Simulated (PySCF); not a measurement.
## Removing an electron from triethylamine

Triethylamine, C₆H₁₅N.
Z-matrix (Å and degrees, PBE0-D3(BJ)/def2-SVP geometry), rows numbered from 1:
```
C 
C   1  1.5186
N   2  1.4502  1  113.38
C   3  1.4504  2  112.87  1   154.22
C   4  1.5187  3  113.38  2   -76.57
C   3  1.4502  2  112.94  1   -76.24
C   6  1.5186  3  113.32  2   154.00
H   1  1.1008  2  112.22  3    62.24
H   1  1.1002  2  110.21  3   -57.75
H   1  1.1009  2  110.69  3  -177.94
H   2  1.1149  1  110.08  3  -125.42
H   2  1.1008  1  108.23  3   119.73
H   4  1.1008  3  108.00  2   163.50
H   4  1.1149  3  111.28  2    48.16
H   5  1.1002  4  110.21  3   -57.80
H   5  1.1008  4  112.22  3    62.17
H   5  1.1008  4  110.70  3  -177.99
H   6  1.1007  3  108.01  2    34.06
H   6  1.1149  3  111.29  2   -81.32
H   7  1.1008  6  112.19  3    62.04
H   7  1.1008  6  110.72  3  -178.13
H   7  1.1002  6  110.21  3   -57.91
```

Level: PBE0/def2-SVPD (PySCF). Frontier orbitals with their largest atomic shares (Löwdin; up to four atoms above 4 %):

```csv
orbital,ε (eV),main atoms
HOMO−3,-9.79,"C2 12 %, C6 12 %, C4 12 %, C7 8 %"
HOMO−2,-9.12,"C4 15 %, C7 12 %, C6 10 %, C5 9 %"
HOMO−1,-9.12,"C2 14 %, C1 12 %, C6 10 %, H12 8 %"
HOMO,-6.03,?
LUMO,0.87,"C5 11 %, C1 11 %, C7 11 %, C2 6 %"
LUMO+1,1.22,"C1 16 %, H8 9 %, H10 8 %, C5 7 %"
LUMO+2,1.22,"C7 15 %, C5 10 %, H16 10 %, H21 8 %"
```

Question: What vertical ionisation energy does ΔSCF give, and how far is −ε(HOMO) from it?

Answer: ΔSCF: 7.87 eV (759 kJ/mol; threshold wavelength 158 nm); ⟨S²⟩ of the doublet left behind is 0.755, against 0.75 for a pure doublet. −ε(HOMO) is 6.03 eV, 1.84 eV below it. In exact Kohn–Sham theory the two would be equal; PBE0 (global hybrid, 25 % exact exchange) falls short of its own ΔSCF value by 23 %.

Question: On which atoms does the HOMO lie?

Answer: N3 (tertiary amine nitrogen) 56 %, C2 (sp3 carbon bound to nitrogen) 7 %, C6 (sp3 carbon bound to nitrogen) 7 %, C4 (sp3 carbon bound to nitrogen) 7 %, so more than half of it is on one atom. The HOMO−1 lies 3.09 eV lower.

Question: With α = 86.9 au, estimate the like-pair dispersion coefficient by London's formula C6 = (3/4)α²I.

Answer: I = 0.2892 Eh, so C6 ≈ 1640 au, a rough estimate.

Question: What total energies stand behind the ΔSCF value?

Answer: E(N) = -291.86164 Eh and E(N − 1) = -291.57247 Eh at the same geometry, 0.28917 Eh apart.

Question: What kinetic energy would electrons from this vertical process carry with He II light (40.814 eV)?

Answer: 40.81 − 7.87 = 32.94 eV.

One conformer (not necessarily the lowest) at the PBE0-D3(BJ)/def2-SVP geometry, without solvent, vibrations or thermal averaging.

These values come from a run that also computed excited states and ΔSCF ions. Cost: about 70 s of CPU time on one thread (with the writing of density and orbital grids); the machine was shared, so the figure is rough.
